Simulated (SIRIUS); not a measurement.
Here is a SIRIUS 7.12.0 calculation.

Contents of sirius.json:

```json
{
  "control": {
    "processing_unit": "cpu",
    "std_evp_solver_name": "lapack",
    "gen_evp_solver_name": "lapack",
    "verbosity": 2,
    "print_forces": true,
    "ortho_rf": true,
    "use_second_variation": true,
    "rmt_max": 3.0,
    "num_bands_to_print": 24,
    "save_wf": true
  },
  "parameters": {
    "electronic_structure_method": "full_potential_lapwlo",
    "xc_functionals": ["XC_GGA_X_PBE", "XC_GGA_C_PBE"],
    "core_relativity": "dirac",
    "valence_relativity": "iora",
    "num_fv_states": 24,
    "smearing": "fermi_dirac",
    "smearing_width": 0.0018374661,
    "pw_cutoff": 20,
    "gk_cutoff": 3.41,
    "lmax_apw": 10,
    "lmax_rho": 8,
    "lmax_pot": 8,
    "num_mag_dims": 0,
    "auto_rmt": 0,
    "ngridk": [7, 7, 7],
    "shiftk": [0, 0, 0],
    "num_dft_iter": 80,
    "energy_tol": 1e-07,
    "density_tol": 1e-05,
    "use_symmetry": true
  },
  "settings": {"tol_ne": 1e-10},
  "iterative_solver": {"type": "exact"},
  "mixer": {"type": "anderson", "beta": 0.5, "max_history": 8},
  "unit_cell": {
    "lattice_vectors": [[0.0, 6.1075926123, 6.1075926123], [6.1075926123, 0.0, 6.1075926123], [6.1075926123, 6.1075926123, 0.0]],
    "atom_types": ["Mg", "Te"],
    "atom_files": {"Mg": "Mg.json", "Te": "Te.json"},
    "atoms": {"Mg": [[0.008078, -0.012608, -0.002085]], "Te": [[0.254918, 0.244506, 0.240303]]}
  }
}
```

Mg.json

```json
{
  "name": "magnesium",
  "symbol": "Mg",
  "number": 12,
  "mass": 24.305,
  "rmin": 1e-06,
  "rmt": 2.29,
  "nrmt": 800,
  "rinf": 17.32,
  "core": "1s",
  "valence": [
    {"basis": [{"enu": -0.12, "dme": 0, "n": 0, "auto": 0}, {"enu": -0.12, "dme": 1, "n": 0, "auto": 0}]},
    {"l": 0, "n": 1, "basis": [{"enu": -0.02, "dme": 0, "n": 0, "auto": 0}]},
    {"l": 1, "n": 2, "basis": [{"enu": -0.02, "dme": 0, "n": 0, "auto": 0}]},
    {"l": 2, "n": 3, "basis": [{"enu": -0.02, "dme": 0, "n": 0, "auto": 0}]},
    {"l": 3, "n": 4, "basis": [{"enu": -0.02, "dme": 0, "n": 0, "auto": 0}]}
  ],
  "lo": [
    {"l": 0, "basis": [{"enu": -0.02, "dme": 0, "n": 0, "auto": 0}, {"enu": -0.02, "dme": 1, "n": 0, "auto": 0}]},
    {
      "l": 0,
      "basis": [{"enu": -2.7561, "dme": 0, "n": 2, "auto": 1}, {"enu": -2.7561, "dme": 1, "n": 2, "auto": 1}]
    },
    {
      "l": 0,
      "basis": [{"enu": -2.7561, "dme": 1, "n": 2, "auto": 1}, {"enu": -0.02, "dme": 0, "n": 0, "auto": 0}]
    },
    {"l": 0, "basis": [{"enu": -0.02, "dme": 0, "n": 0, "auto": 0}, {"enu": 3.031, "dme": 0, "n": 0, "auto": 0}]},
    {"l": 1, "basis": [{"enu": -0.02, "dme": 0, "n": 0, "auto": 0}, {"enu": -0.02, "dme": 1, "n": 0, "auto": 0}]},
    {
      "l": 1,
      "basis": [{"enu": -1.5616, "dme": 0, "n": 2, "auto": 1}, {"enu": -1.5616, "dme": 1, "n": 2, "auto": 1}]
    },
    {
      "l": 1,
      "basis": [{"enu": -1.5616, "dme": 1, "n": 2, "auto": 1}, {"enu": -0.02, "dme": 0, "n": 0, "auto": 0}]
    },
    {
      "l": 1,
      "basis": [{"enu": -0.02, "dme": 0, "n": 0, "auto": 0}, {"enu": 3.4887, "dme": 0, "n": 0, "auto": 0}]
    },
    {"l": 2, "basis": [{"enu": -0.02, "dme": 0, "n": 0, "auto": 0}, {"enu": -0.02, "dme": 1, "n": 0, "auto": 0}]},
    {"l": 2, "basis": [{"enu": -0.02, "dme": 1, "n": 0, "auto": 0}, {"enu": -0.02, "dme": 2, "n": 0, "auto": 0}]},
    {
      "l": 2,
      "basis": [{"enu": -0.02, "dme": 0, "n": 0, "auto": 0}, {"enu": 2.9548, "dme": 0, "n": 0, "auto": 0}]
    },
    {"l": 3, "basis": [{"enu": -0.02, "dme": 0, "n": 0, "auto": 0}, {"enu": -0.02, "dme": 1, "n": 0, "auto": 0}]}
  ],
  "free_atom": [... radial grid and density of the free atom, the start of the SCF ...]
}
```

Contents of Te.json:

```json
{
  "name": "tellurium",
  "symbol": "Te",
  "number": 52,
  "mass": 127.6,
  "rmin": 1e-06,
  "rmt": 2.54,
  "nrmt": 800,
  "rinf": 14.28,
  "core": "1s2s2p3s3p3d",
  "valence": [
    {"basis": [{"enu": -0.12, "dme": 0, "n": 0, "auto": 0}, {"enu": -0.12, "dme": 1, "n": 0, "auto": 0}]},
    {"l": 0, "n": 1, "basis": [{"enu": -0.1391, "dme": 0, "n": 0, "auto": 0}]},
    {"l": 1, "n": 2, "basis": [{"enu": -0.02, "dme": 0, "n": 0, "auto": 0}]},
    {"l": 2, "n": 3, "basis": [{"enu": -0.02, "dme": 0, "n": 0, "auto": 0}]},
    {"l": 3, "n": 4, "basis": [{"enu": -0.02, "dme": 0, "n": 0, "auto": 0}]}
  ],
  "lo": [
    {
      "l": 0,
      "basis": [{"enu": -0.1391, "dme": 0, "n": 0, "auto": 0}, {"enu": -0.1391, "dme": 1, "n": 0, "auto": 0}]
    },
    {
      "l": 0,
      "basis": [{"enu": -5.8039, "dme": 0, "n": 4, "auto": 1}, {"enu": -5.8039, "dme": 1, "n": 4, "auto": 1}]
    },
    {
      "l": 0,
      "basis": [{"enu": -5.8039, "dme": 1, "n": 4, "auto": 1}, {"enu": -0.1391, "dme": 0, "n": 0, "auto": 0}]
    },
    {
      "l": 0,
      "basis": [{"enu": -0.1391, "dme": 0, "n": 0, "auto": 0}, {"enu": 2.3409, "dme": 0, "n": 0, "auto": 0}]
    },
    {"l": 1, "basis": [{"enu": -0.02, "dme": 0, "n": 0, "auto": 0}, {"enu": -0.02, "dme": 1, "n": 0, "auto": 0}]},
    {
      "l": 1,
      "basis": [{"enu": -3.986, "dme": 0, "n": 4, "auto": 1}, {"enu": -3.986, "dme": 1, "n": 4, "auto": 1}]
    },
    {
      "l": 1,
      "basis": [{"enu": -3.986, "dme": 1, "n": 4, "auto": 1}, {"enu": -0.02, "dme": 0, "n": 0, "auto": 0}]
    },
    {"l": 1, "basis": [{"enu": -0.02, "dme": 0, "n": 0, "auto": 0}, {"enu": 2.832, "dme": 0, "n": 0, "auto": 0}]},
    {"l": 2, "basis": [{"enu": -0.02, "dme": 0, "n": 0, "auto": 0}, {"enu": -0.02, "dme": 1, "n": 0, "auto": 0}]},
    {
      "l": 2,
      "basis": [{"enu": -1.3302, "dme": 0, "n": 4, "auto": 1}, {"enu": -1.3302, "dme": 1, "n": 4, "auto": 1}]
    },
    {
      "l": 2,
      "basis": [{"enu": -1.3302, "dme": 1, "n": 4, "auto": 1}, {"enu": -0.02, "dme": 0, "n": 0, "auto": 0}]
    },
    {"l": 2, "basis": [{"enu": -0.02, "dme": 0, "n": 0, "auto": 0}, {"enu": 3.204, "dme": 0, "n": 0, "auto": 0}]},
    {"l": 3, "basis": [{"enu": -0.02, "dme": 0, "n": 0, "auto": 0}, {"enu": -0.02, "dme": 1, "n": 0, "auto": 0}]},
    {"l": 3, "basis": [{"enu": -0.02, "dme": 0, "n": 0, "auto": 0}, {"enu": 2.677, "dme": 0, "n": 0, "auto": 0}]}
  ],
  "free_atom": [... radial grid and density of the free atom, the start of the SCF ...]
}
```

sirius_start.json

```json
{
  "control": {
    "processing_unit": "cpu",
    "std_evp_solver_name": "lapack",
    "gen_evp_solver_name": "lapack",
    "verbosity": 1,
    "print_forces": false,
    "ortho_rf": true,
    "use_second_variation": true,
    "rmt_max": 3.0,
    "num_bands_to_print": 24,
    "save_wf": false
  },
  "parameters": {
    "electronic_structure_method": "full_potential_lapwlo",
    "xc_functionals": ["XC_LDA_X", "XC_LDA_C_PW"],
    "core_relativity": "dirac",
    "valence_relativity": "iora",
    "num_fv_states": 24,
    "smearing": "fermi_dirac",
    "smearing_width": 0.0055123983,
    "pw_cutoff": 20,
    "gk_cutoff": 2.72,
    "lmax_apw": 10,
    "lmax_rho": 8,
    "lmax_pot": 8,
    "num_mag_dims": 0,
    "auto_rmt": 0,
    "ngridk": [3, 3, 3],
    "shiftk": [0, 0, 0],
    "num_dft_iter": 30,
    "energy_tol": 0.01,
    "density_tol": 0.05,
    "use_symmetry": true
  },
  "settings": {"tol_ne": 1e-10},
  "iterative_solver": {"type": "exact"},
  "mixer": {"type": "anderson", "beta": 0.5, "max_history": 8},
  "unit_cell": {
    "lattice_vectors": [[0.0, 6.1075926123, 6.1075926123], [6.1075926123, 0.0, 6.1075926123], [6.1075926123, 6.1075926123, 0.0]],
    "atom_types": ["Mg", "Te"],
    "atom_files": {"Mg": "Mg.json", "Te": "Te.json"},
    "atoms": {"Mg": [[0.008078, -0.012608, -0.002085]], "Te": [[0.254918, 0.244506, 0.240303]]}
  }
}
```

Potentials or basis: all-electron FP-LAPW, apw+lo standard.

The run is started by

```sh
$ OMP_NUM_THREADS=1 sirius.scf --input=sirius_start.json --output=start.json
$ OMP_NUM_THREADS=1 sirius.scf --input=sirius.json --output=output.json --task=1
```

(1) Estimate the largest force.

(2) Estimate the band gap on the k mesh.

Answers

(1) 0.156 eV/Å.

(2) 2.37 eV, direct.

Caveat: spin-orbit coupling is left out, which moves the levels of the heavy elements.
